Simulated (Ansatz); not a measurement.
**Mg: pressure up to the limit of the methods**

How does Mg (diamond type) answer strong compression? Methods of the runs shown: PAW. Its runs: cell relaxed at zero pressure (PAW); volume scaled by 1 (PAW); volume scaled by 0.9 (PAW); volume scaled by 0.8 (PAW); volume scaled by 0.7 (PAW); volume scaled by 0.6 (PAW); volume scaled by 0.5 (PAW); volume scaled by 0.4 (PAW and PAW (core large)).

Program: Ansatz 0.2.0. Level of theory: DFT PBE, with the methods named in each step. These are calculated values, not measurements.

**1. The starting structure**

The structure is cubic, space group Fd-3m (No. 227). The conventional cell has a = 6.121 Å, b = 6.121 Å, c = 6.121 Å, α = 90.00°, β = 90.00°, γ = 90.00°. Mg (site symmetry -43m) is surrounded by 4 Mg at 2.65 Å.

As a file:

```
CELL_PARAMETERS angstrom
0.00000 3.06062 3.06062
3.06062 0.00000 3.06062
3.06062 3.06062 0.00000
ATOMIC_POSITIONS crystal
Mg 0.87500 0.87500 0.87500
Mg 0.12500 0.12500 0.12500
```

Whether this phase is the stable one at these pressures isn't tested.

Atoms are numbered in the order of the input: Mg1, Mg2.

**2. Cell relaxed at zero pressure, PAW**

The input, input.yaml:

```yaml
crystal:
  lattice:
    - [0.0, 3.0606187252, 3.0606187252]
    - [3.0606187252, 0.0, 3.0606187252]
    - [3.0606187252, 3.0606187252, 0.0]
  atoms:
    - { symbol: Mg, position: [-0.125, -0.125, -0.125] }
    - { symbol: Mg, position: [0.125, 0.125, 0.125] }
kpoints:
  mp_grid: { grid: [12, 12, 12] }
scf:
  occupations: { method: fermi_dirac, width: 0.1 }
hamiltonian:
  xc: pbe
  pseudopotentials: { kind: paw }
output:
  forces: true
  stress: true
relax:
  f_tol: 0.005
  max_steps: 40
  cell: {}
```

Run with:

```console
> ansatz run input.yaml --threads 1 --pin off --max-ram 2048MiB --backend cpu --events-out ev --progress --plain --runs-dir out
```

Further steps of the session: Volume scaled by 1, PAW; Volume scaled by 0.9, PAW; Volume scaled by 0.8, PAW; Volume scaled by 0.7, PAW; Volume scaled by 0.6, PAW; Volume scaled by 0.5, PAW; Volume scaled by 0.4, PAW; Volume scaled by 0.4, PAW (core large).

**Question.** What will these runs give? Wanted: PAW pressure at 0.4 of the volume; PAW; fitted bulk modulus at zero pressure.

The runs gave:

| quantity | value |
| --- | --- |
| PAW pressure at 0.4 of the volume | 54.4 GPa |
| PAW (core large) pressure at 0.4 of the volume | 54.4 GPa |
| fitted bulk modulus at zero pressure (PAW) | 11.4 GPa |
| its pressure derivative | 3.72 |

**Reading.** At 0.4 of the starting volume PAW gives 54 GPa. One third-order Birch-Murnaghan curve follows these points (B₀ = 11.4 GPa, B′ = 3.72, misfit at most 0.04 GPa). A fit over so wide a range leans to the high pressures, so B₀ can be off by several per cent. No all-electron run checks these rows here, and frozen cores can fail under such compression. The ions are at rest, and the electrons smeared by 0.1 eV.
